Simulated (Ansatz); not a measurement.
Crystal: SnSe.

```xyz
2
Lattice="0.0000 3.0100 3.0100 3.0100 0.0000 3.0100 3.0100 3.0100 0.0000" Properties=species:S:1:pos:R:3 pbc="T T T"
Sn    0.0000    0.0000    0.0000
Se    3.0100    3.0100    3.0100
```

Measurements of this composition are mostly on another form, of space group No. 62.

Base run:

| Item | Value |
| --- | --- |
| Program | Ansatz 0.2.0 |
| Functional | PBE0 |
| Potentials or basis | Ansatz PAW |
| Cutoff | 420 eV (not typed: the program's choice for these potentials) |
| k mesh | 6 × 6 × 6 |
| Occupations | fermi-dirac, width 0.05 eV |
| Spin | no spin polarisation |

Its results: band gap on the k mesh 0.63 eV, direct; pressure -0.5 GPa.

Task: The run is repeated on the same cell with these changes: functional from PBE0 to HSE06. What comes out?

Result: Band gap on the k mesh 0.40 eV, direct; pressure -0.6 GPa.

Caveats: spin-orbit coupling is left out, which moves the levels of the heavy elements; the PAW data sets come from PBE, with cores solved anew for the run's functional, which leaves a small shift of forces and pressure; the thresholds are loose for stress.
